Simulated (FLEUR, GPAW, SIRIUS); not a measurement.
## One calculation of Ca, 3 ways

```
Ca
1.0
     0.00000    2.79420    2.79420
     2.79420    0.00000    2.79420
     2.79420    2.79420    0.00000
Ca
1
Direct
  0.00000 0.00000 0.00000
```

Alike in all runs: task equation of state; functional RPBE; k mesh 8 × 8 × 8; occupations fermi-dirac, width 0.05 eV; no spin polarisation; no spin-orbit coupling.

```tsv
program and potentials	plane-wave cutoff (eV)	notes	equilibrium volume (Å³/atom)	bulk modulus (GPa)
SIRIUS, all-electron FP-LAPW, apw+lo standard	-	-	44.41	16.1
GPAW, the program's PAW data sets (release 1.2.1) made for this functional	600	-	44.63	16.0
FLEUR, all-electron, FLAPW	-	-	44.39	16.0
```

The equilibrium volume spans 44.39 (FLEUR, all-electron, FLAPW) to 44.63 Å³/atom (GPAW, the program's PAW data sets (release 1.2.1) made for this functional), with all-electron results at 44.39 to 44.41. The bulk modulus spans 16.0 (FLEUR, all-electron, FLAPW) to 16.1 GPa (SIRIUS, all-electron FP-LAPW, apw+lo standard), with all-electron results at 16.0 to 16.1. For a metal such a mesh isn't converged, which the comparison doesn't need.

Differences between rows come from potentials, basis sets and numerical settings, since the functional is the same but for its coding. Runs on potential files found faulty are left out.
